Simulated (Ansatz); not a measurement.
**Mo (fcc type): how the settings move a single-point run**

Question: which choices in the input matter for Mo (fcc type)?

Program: Ansatz 0.2.0. Level of theory: reference: DFT, PBE, all-electron PAW with datasets made for the crystal, scalar-relativistic. These are calculated values, not measurements.

### 1 Starting point

Symmetry: Fm-3m, No. 225, cubic system. Conventional cell: a = 4.002 Å, b = 4.002 Å, c = 4.002 Å, α = 90.00°, β = 90.00°, γ = 90.00°. Mo (site symmetry m-3m) has 12 Mo at 2.83 Å as nearest neighbours.

Structure file:

```
Mo
1.0
     0.00000    2.00105    2.00105
     2.00105    0.00000    2.00105
     2.00105    2.00105    0.00000
Mo
1
Direct
  0.00000 0.00000 0.00000
```

### 2 Baseline

File input.yaml:

```yaml
crystal:
  lattice:
    - [0.0, 2.0010482928, 2.0010482928]
    - [2.0010482928, 0.0, 2.0010482928]
    - [2.0010482928, 2.0010482928, 0.0]
  atoms:
    - { symbol: Mo, position: [0.0, 0.0, 0.0] }
kpoints:
  mp_grid: { grid: [18, 18, 18] }
  band_path:
    path:
      - [0.0, 0.0, 0.0]
      - [0.5, 0.0, 0.5]
      - [0.625, 0.25, 0.625]
      - [0.375, 0.375, 0.75]
      - [0.0, 0.0, 0.0]
      - [0.5, 0.5, 0.5]
      - [0.5, 0.25, 0.75]
      - [0.5, 0.0, 0.5]
    npoints: 8
scf:
  occupations: { method: fermi_dirac, width: 0.05 }
hamiltonian:
  xc: pbe
  pseudopotentials: { kind: all_electron, datasets: crystal }
output:
  forces: true
  stress: true
  eigenvalues: true
  efg: { contact_densities: true }
```

The run is started by

```bash
$ ansatz run input.yaml --threads 1 --pin off --max-ram 2048MiB --backend cpu --events-out ev --progress --plain --runs-dir out
```

### 3 Changing settings: scf.algorithm density_mixing

Changes to input.yaml since step 2:

```diff
@@ -22,2 +22,3 @@
   occupations: { method: fermi_dirac, width: 0.05 }
+  algorithm: density_mixing
 hamiltonian:
```

What does the calculation give? Wanted: for each run, ending; energy change; pressure; gap; force.

The runs gave:

```csv
run,ending,energy change,pressure (GPa),gap (eV),force (eV/Å),cycles,time
reference,converged,0,0.1,0.00,0.00,6,7 s
1: scf.algorithm density_mixing,converged,0.0 meV/atom,0.1,0.00,0.00,6,6.7 s
```

Residual by cycle in the longest SCF loop of each run; runs are numbered as in the table. The quantity is the density residual dr2, in eV.

```csv
cycle,reference,run 1
1,2.46,2.46
2,0.0545,0.0545
3,0.00207,0.00207
4,1.1e-4,1.1e-4
5,1.4e-5,1.4e-5
6,2.3e-8,2.3e-8
```

Energy and cycle count are those of the reference, so the change (solver) left the result and the number of cycles as they were.
